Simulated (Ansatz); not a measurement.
## Au: opening a crack plane

Au, Fm-3m, a = 4.158 Å. Ansatz: PBE, PAW, 420 eV, Γ-centred 23×23×4 mesh on 6 atoms, Gaussian smearing 0.15 eV; no spin polarisation. One cut on (111) per cell of 6 atoms is opened rigidly by x, between planes of Au and Au that stand 2.40 Å apart; y is the energy per area (7.487 Å², 1 eV/Å² = 16.02 J/m²).

```tsv
x (Å)	y (J/m²)
0.00	0.000
0.25	0.155
0.50	?
0.75	0.717
1.00	0.936
1.50	1.210
2.00	1.340
3.00	1.418
4.50	1.433
6.00	1.435
```

**Question.** Fit the universal binding curve y = W[1 − (1 + x/l) e^(−x/l)] to the other rows, give the peak stress, and predict the missing value.

**Answer.** Least squares gives W = 1.43 J/m² and l = 0.448 Å. The stress dy/dx peaks at x = l with W/(e l) = 11.7 GPa, for rigid faces. At x = 0.50: x/l = 1.116, y = 0.439 J/m². The run gave 0.442 J/m², so the fit is 0.003 J/m² too low, within twice the rms miss on the fitted rows (0.003 J/m²).

Spin–orbit coupling is left out, which can shift energies with elements as heavy as these.

The cohesion across the cut is short-ranged: of the 1.435 J/m² reached at the widest opening, 1.340 J/m² is already spent by 2.00 Å. This follows from metallic bonding, in which the energy gain comes from overlap of electron density tails that decay roughly exponentially into the gap, while screening confines the disturbance to the outermost layers. That is why a single length describes the curve well, although the predicted point lies between fitted neighbours and so tests interpolation more than the universality of the form.

The work of separation creates two faces, so the surface energy is half of W. That is well below the accepted experimental value for gold, probably because PBE underestimates surface energies and misses part of the dispersion attraction between the polarisable d shells. The same omission makes the plateau flatten too early, since a real van der Waals tail decays as a power law. The peak stress is an ideal tensile limit for this plane and doesn't show that gold would cleave, as dislocation slip normally intervenes far earlier.
